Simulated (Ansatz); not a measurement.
Crystal: CuO.

```
CELL_PARAMETERS angstrom
4.16094 0.00000 0.00000
0.00000 4.16094 0.00000
0.00000 0.00000 3.88764
ATOMIC_POSITIONS crystal
Cu 0.50000 0.00000 0.50000
Cu 0.00000 0.50000 0.50000
Cu 0.00000 0.00000 0.00000
O 0.00000 0.00000 0.50000
O 0.50000 0.00000 0.00000
O 0.00000 0.50000 0.00000
```

Measurements of this composition are mostly on another form, of space group No. 15.

Base run:

| Property | Result |
| --- | --- |
| Program | Ansatz 0.2.0 |
| Functional | r2SCAN |
| Potentials or basis | Ansatz PAW |
| Cutoff | 500 eV |
| Density cutoff | 2000 eV |
| k mesh | 7 × 7 × 7 |
| Occupations | fermi-dirac, width 0.05 eV |
| Spin | no spin polarisation |

Its results: band gap on the k mesh none (metal or under the smearing width); pressure -4.8 GPa.

Problem. After a change of settings the same cell gave: band gap on the k mesh none (metal or under the smearing width); pressure -5.5 GPa. Which change was it?
A. functional from r2SCAN to PBEsol; cutoff from 500 eV to 420 eV; density cutoff from 2000 eV to 1680 eV; hubbard terms from none to Cu d U = 5.3 eV; hubbard projectors from none to ortho-atomic (the default)
B. functional from r2SCAN to PBEsol; cutoff from 500 eV to 420 eV; density cutoff from 2000 eV to 1680 eV
C. functional from r2SCAN to LDA; cutoff from 500 eV to 420 eV; density cutoff from 2000 eV to 1680 eV
D. functional from r2SCAN to BLYP; cutoff from 500 eV to 420 eV; density cutoff from 2000 eV to 1680 eV

Solution. B.

Caveats: an odd number of electrons without spin polarisation forces a metal; a magnetic or distorted state may lie lower; the run has no spin polarisation, though such a crystal can be magnetic; semilocal functionals often make such compounds metallic where correlation or magnetic order opens a gap, which also shifts bond lengths; the PAW data sets come from PBE, with cores solved anew for the run's functional, which leaves a small shift of forces and pressure; the density of states is complete only up to the lowest level of the last band computed (some runs).

Not every run made on this cell is shown here.
